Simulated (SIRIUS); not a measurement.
# HfO2 under changes of volume

One of the cells (11.375 Å³/atom); the others are scaled copies at fixed shape and fractional positions:

```
Hf O
1.0
     0.00000    2.57444    2.57444
     2.57444    0.00000    2.57444
     2.57444    2.57444    0.00000
Hf O
1 2
Cartesian
  0.0000 0.0000 0.0000
  3.8617 3.8617 3.8617
  1.2872 1.2872 1.2872
```

Measurements of this composition are mostly on another form, of space group No. 14.

| Property | Result |
| --- | --- |
| Program | SIRIUS 7.10.0 |
| Functional | PBEsol |
| Potentials or basis | PseudoDojo 0.4.1 PBEsol standard (scalar relativistic) |
| Cutoff | 1152 eV |
| Density cutoff | 4606 eV |
| k mesh | 9 × 9 × 9 |
| Occupations | fermi-dirac, width 0.05 eV |
| Spin | no spin polarisation |

```csv
volume (Å³/atom),energy over the lowest point (meV/atom),pressure (GPa),gap on the mesh (eV)
10.483,0.00,1.8,3.92
10.706,1.35,-3.7,3.86
10.929,10.03,-8.7,3.81
11.375,46.36,-17.2,3.70
11.598,?,?,?
11.821,103.76,-23.9,3.59
```

What does the run at 11.598 Å³/atom give?

Energy over the lowest point 72.72 meV/atom; pressure -20.7 GPa; gap on the mesh 3.64 eV.

Worked out: A Birch-Murnaghan fit of order 3 (a polynomial in V^(-2/3)) to the other rows has its minimum at 10.55 Å³/atom with B0 = V·E''(V) = 268 GPa and B' = 4.3. It gives 72.71 meV/atom at 11.598 Å³/atom, against the run's 72.72, and -dE/dV = -20.7 GPa, against -20.7. A straight line through the other rows of the gap, of slope -2.73 eV per unit of ln V, gives 3.64 eV, against the run's 3.64.

Energies are extrapolated to zero smearing.

Caveats: spin-orbit coupling is left out, which moves the levels of the heavy elements; an odd mesh through Γ misses points on the zone boundary, where band edges often lie.
